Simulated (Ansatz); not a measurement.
# Al6H: the cost of one run

Computed with Ansatz 0.2.0 (DFT PBE, scalar-relativistic, plane waves, PAW, unless a step's input says otherwise).

17 further runs of the same task are left out: 17 set aside as unsound or not needed.

## 1. Starting point

Symmetry: Cm, No. 8, monoclinic system. The conventional cell has a = 9.897 Å, b = 5.714 Å, c = 22.602 Å, α = 90.00°, β = 90.00°, γ = 90.00°. Al (site symmetry m) is surrounded by 9 Al at 2.83 to 2.86 Å. Al (site symmetry 1) is surrounded by 9 Al at 2.83 to 2.86 Å. Al (site symmetry 1) has 12 Al at 2.83 to 2.86 Å and 1 H at 3.08 Å as nearest neighbours. Al (site symmetry m) is surrounded by 12 Al at 2.83 to 2.86 Å and 2 H at 3.22 Å. Around Al (site symmetry m) lie 12 Al at 2.83 to 2.86 Å. Al (site symmetry 1) has 1 H at 1.45 Å as nearest neighbours. Around Al (site symmetry m) lie 9 Al at 2.83 to 2.86 Å and 2 H at 3.06 Å. Only part of the 10 independent sites is listed.

As a file:

```
CELL_PARAMETERS angstrom
5.71430 0.00000 0.00000
-2.85715 4.94873 0.00000
0.00000 0.00000 22.60164
ATOMIC_POSITIONS crystal
Al 0.33333 0.16667 0.17698
Al 0.33333 0.66667 0.17698
Al 0.83333 0.16667 0.17698
Al 0.83333 0.66667 0.17698
Al 0.16667 0.33333 0.27878
Al 0.16667 0.83333 0.27878
Al 0.66667 0.33333 0.27878
Al 0.66667 0.83333 0.27878
Al 0.00000 0.00000 0.38058
Al 0.00000 0.50000 0.38058
Al 0.50000 0.00000 0.38058
Al 0.50000 0.50000 0.38058
H 0.27646 0.16667 0.40049
H 0.39021 0.16667 0.40049
```

This is the geometry of the first run shown, built on a cell relaxed beforehand with the same method.

## 2. What is varied

Atoms count from 1 in the order of the input.

H2 lies flat over one site of a rigid substrate while its bond length and height are varied.

First coordinate, distance H13-H14: 8 values from 0.650 to 2.650 Å. Second coordinate, height of the H2 axis above the plane of Al9: 9 values from 0.45 to 3.60 Å.

Nothing else is relaxed. Points are written as (first, second).

## 3. Point (0.650 Å, 0.45 Å)

The cell repeats along c, and a dipole correction in the vacuum removes the field between the copies.

input.yaml

```yaml
crystal:
  lattice:
    - [5.7143028096, 0.0, 0.0]
    - [-2.8571514048, 4.948731398, 0.0]
    - [0.0, 0.0, 22.6016424635]
  atoms:
    - { symbol: Al, position: [0.3333333333, 0.1666666667, 0.1769782885] }
    - { symbol: Al, position: [0.3333333333, 0.6666666667, 0.1769782885] }
    - { symbol: Al, position: [0.8333333333, 0.1666666667, 0.1769782885] }
    - { symbol: Al, position: [0.8333333333, 0.6666666667, 0.1769782885] }
    - { symbol: Al, position: [0.1666666667, 0.3333333333, 0.2787817904] }
    - { symbol: Al, position: [0.1666666667, 0.8333333333, 0.2787817904] }
    - { symbol: Al, position: [0.6666666667, 0.3333333333, 0.2787817904] }
    - { symbol: Al, position: [0.6666666667, 0.8333333333, 0.2787817904] }
    - { symbol: Al, position: [0.0, 0.0, 0.3805759903] }
    - { symbol: Al, position: [0.0, 0.5, 0.3805759903] }
    - { symbol: Al, position: [0.5, 0.0, 0.3805759903] }
    - { symbol: Al, position: [0.5, 0.5, 0.3805759903] }
    - { symbol: H, position: [0.2764585035, 0.1666666667, 0.4004860478] }
    - { symbol: H, position: [0.3902081632, 0.1666666667, 0.4004860478] }
basis:
  ecutwfc: 420
kpoints:
  mp_grid: { grid: [6, 6, 1] }
hamiltonian:
  xc: pbe
scf:
  occupations: { method: gaussian, width: 0.1 }
output:
  forces: true
  eigenvalues: true
  write_density: true
  write_potential: true
  elf: true
  volumetric_format: npy
efield:
  axis: 3
  dipole_correction: true
  ramp_width: 0.04
```

The run is started by

```bash
$ ansatz run input.yaml --threads 4 --pin off --max-ram 12288MiB --backend cpu --events-out ev --progress --plain --runs-dir out
```

What time and memory should one allow on 4 threads of Intel Xeon at 2.60GHz (Ice Lake), shared host?

About 6.9 s, with a peak of 1 GiB.
